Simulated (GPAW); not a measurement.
The system is CdS (Greenockite).

```xyz
4
Lattice="4.1500 0.0000 0.0000 -2.0750 3.5940 0.0000 0.0000 0.0000 6.7370" Properties=species:S:1:pos:R:3 pbc="T T T"
Cd    2.0750    1.1980    3.3685
Cd    0.0000    2.3960    0.0000
S     2.0750    1.1980    5.8949
S     0.0000    2.3960    2.5264
```

```yaml
Program: GPAW 26.7.0
Task: relaxation of cell and atoms
Functional: mBEEF
Potentials_or_basis: GPAW PAW data sets (gpaw-data 1.2.1)
Cutoff: 600 eV
Basis: pw
k_mesh: 5 × 5 × 3
Occupations: fermi-dirac, width 0.05 eV
Spin: no spin polarisation
```

At the start: pressure 1.5 GPa; volume 25.12 Å³/atom.

Problem. Where does the relaxation end?

Solution. Over 7 steps the energy falls by 3.2 meV/atom and the volume is 25.75 Å³/atom (+2.5 %); space group P6_3mc (No. 186, to 0.05 Å).

Step by step:
| step | energy change (eV) | largest force (eV/Å) | pressure (GPa) | volume (Å³) |
| --- | --- | --- | --- | --- |
| 1 | 0.0000 | 0.0669 | 1.45 | 100.48 |
| 2 | -0.0025 | 0.0549 | 1.30 | 100.73 |
| 3 | -0.0124 | 0.0233 | 0.15 | 102.71 |
| 4 | -0.0125 | 0.0236 | 0.07 | 102.86 |
| 5 | -0.0126 | 0.0180 | 0.00 | 102.98 |
| 6 | -0.0127 | 0.0077 | -0.03 | 103.03 |
| 7 | -0.0127 | 0.0012 | -0.01 | 103.01 |

Final structure:
```yaml
crystal:
  lattice:
    - [4.18182, 0.00000, 0.00000]
    - [-2.09091, 3.62156, 0.00000]
    - [0.00000, 0.00000, 6.80163]
  atoms:
    - { symbol: Cd, position: [0.66667, 0.33333, 0.49911] }
    - { symbol: Cd, position: [0.33333, 0.66667, 0.99911] }
    - { symbol: S, position: [0.66667, 0.33333, 0.87583] }
    - { symbol: S, position: [0.33333, 0.66667, 0.37583] }
```

Caveat: later steps reuse the first step's grids; the PAW data sets were made with another functional, which shifts forces and pressure a little.
